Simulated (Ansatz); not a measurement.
## C, space group Cmme: cell relaxations under several functionals, step by step

With Ansatz 0.2.0, Python API.

Typed at the interpreter:
```pycon
>>> import ansatz as az
>>> import numpy as np
>>> def edges_and_angles(cell):
...     cell = np.asarray(cell)
...     a, b, c = np.linalg.norm(cell, axis=1)
...     cosines = cell[1] @ cell[2] / (b * c), cell[0] @ cell[2] / (a * c), cell[0] @ cell[1] / (a * b)
...     return (a, b, c, *np.degrees(np.arccos(cosines)))
...
>>> vectors = np.array([
...     [1.228048, -2.127062, 0.0],
...     [1.228048, 2.127062, 0.0],
...     [0.0, 0.0, 7.173268],
... ])
>>> system = (
...     az.Lattice.of(vectors)
...     .atom("C", (0.083379, 0.916621, 0.753138))
...     .atom("C", (0.583379, 0.416621, 0.246862))
...     .atom("C", (0.916621, 0.083379, 0.246862))
...     .atom("C", (0.416621, 0.583379, 0.753138))
... )
>>> base = system.calculation()
>>> base = base.scf(tolerance=1e-09).kpoints(12, 12, 4)
>>> base = base.basis(41 * az.Ry)
>>> base = base.occupations("fermi_dirac")
>>> base = base.relax(cell=True)
>>> levels = [("pbesol", "d3bj"), ("lda", "none"), ("r2scan", "none")]
>>> print("level            a       b       c    alpha   beta  gamma  V/atom  steps")
level            a       b       c    alpha   beta  gamma  V/atom  steps
>>> for name, dispersion in levels:
...     seen = []
...     run = base.functional(name, dispersion=dispersion).session().plan()
...     res = run.execute(on_event=lambda e: seen.append(e) if e["event"] == "relax_step" else None)
...     cell = res.lattice.cell_ang
...     label = name if dispersion == "none" else f"{name}+{dispersion}"
...     print("{:13s} {:7.4f} {:7.4f} {:7.4f} {:6.2f} {:6.2f} {:6.2f}".format(label, *edges_and_angles(cell)), f"{abs(np.linalg.det(cell)) / len(res.lattice.sites):7.3f} {len(seen):5d}")
...
DeckWarning: relax.cell: scf.convergence.dr2_threshold = 1e-9 eV is looser than the 4e-10 eV advised for a relaxation that steers and ends on the stress (1e-10 eV for each atom of the cell: 4). What an SCF threshold leaves in a stress goes as its square root, and in the free energy as the threshold itself, and one threshold admits the most on a small cell: of the crystals measured, under no [...]
pbesol+d3bj    2.4578  2.4578  6.6332  90.00  90.00 119.96   8.679     8
lda            2.4446  2.4446  6.7101  90.00  90.00 119.97   8.684     6
r2scan         2.4556  2.4556  7.0973  90.00  90.00 119.98   9.268     5
```

From smallest to largest: PBEsol+D3BJ (8.68 Å³ an atom, -7.4 % against the start), LDA (8.68 Å³ an atom, -7.3 % against the start) and r2SCAN (9.27 Å³ an atom, -1.1 % against the start). The spread is 6.8 % in volume.

Caveats:
- Edges and angles are those of the cell as typed, here a primitive one, not of the conventional cell.
- The cell relaxed to the group Fmmm; tensors and edges are in the axes of the typed cell.
- This isn't the structure that C takes at ambient conditions.
- Warnings are shown shortened and without file and line.
- Hardware and time: 99 s on 1 thread of Intel(R) Xeon(R) Processor @ 2.30GHz, with other jobs on the host, peak memory 0.7 GiB.
